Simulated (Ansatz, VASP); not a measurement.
MgI2: VASP beside Ansatz

```
Mg I
1.0
     4.47444    0.00000    0.00000
    -2.23722    3.87498    0.00000
     0.00000    0.00000    5.91349
Mg I
1 2
Direct
  0.00000 0.00000 0.00000
  0.33333 0.66667 0.75763
  0.66667 0.33333 0.24237
```

Alike in both runs: task single point; functional PBEsol; k mesh 6 × 6 × 4; occupations gaussian, width 0.05 eV; no spin polarisation.

```csv
,VASP,Ansatz
version,VASP 6.6.1,Ansatz 0.2.0
potentials or method,"VASP PAW PBE potentials, release 64 (Mg, I)","scalar-relativistic, plane waves, PAW"
plane-wave cutoff (eV),520,420
valence electrons in the cell,16,44
```

|  | VASP | Ansatz | Ansatz less VASP |
| --- | --- | --- | --- |
| gap on the k mesh at the Fermi level (eV) | 2.16 | 2.17 | +0.011 |
| least direct gap on the mesh (eV) | 2.16 | 2.17 | +0.011 |
| pressure (GPa) | -0.3 | -0.3 | +0.03 |
| largest component of the traceless stress (GPa) | 3.20 | 3.19 | -0.009 |
| rms of the force components (eV/Å) | 0.141 | 0.143 | +0.0020 |

Atom by atom the forces differ by 0.002 eV/Å (rms over components). The functional is the same, so the differences come from potentials, cutoffs and numerics. The two sets of potentials don't hold the same shells in valence.

Caveats: the PAW data sets were made with another functional, which shifts forces and pressure a little (VASP); spin-orbit coupling is left out, which moves the levels of the heavy elements; this functional lacks dispersion, which binds the layers, so the pressure and a relaxed spacing across them are unreliable. As with any semilocal functional, this PBEsol gap is likely too small. A k mesh can miss the band edges.
